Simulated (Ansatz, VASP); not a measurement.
**NaCl in VASP and in Ansatz**

```
Na Cl
1.0
     2.86000    0.00000    0.00000
     0.00000    2.86000    0.00000
     0.00000    0.00000    2.86000
Na Cl
1 1
Cartesian
  0.0000 0.0000 0.0000
  1.4300 1.4300 1.4300
```

Alike in both runs: task electric field gradients; functional PBEsol; k mesh 9 × 9 × 9; occupations fermi-dirac, width 0.03 eV; no spin polarisation.

```csv
,VASP,Ansatz
version,VASP 6.6.1,Ansatz 0.2.0
potentials or method,"VASP PAW PBE potentials, release 64 (Na_pv, Cl)","PAW with Ansatz's default frozen-core files, scalar-relativistic"
plane-wave cutoff (eV),520,420
valence electrons in the cell,14,16
```

```tsv
	VASP	Ansatz	Ansatz less VASP
gap on the k mesh at the Fermi level (eV)	4.56	4.50	-0.056
Vzz of the field gradient on the site that differs most (V/Å²)	0.0	0.0	0.00
```

The functional is the same, so the differences come from potentials, cutoffs and numerics. The two sets of potentials don't hold the same shells in valence.

Caveats: an odd mesh through Γ misses points on the zone boundary, where band edges often lie.
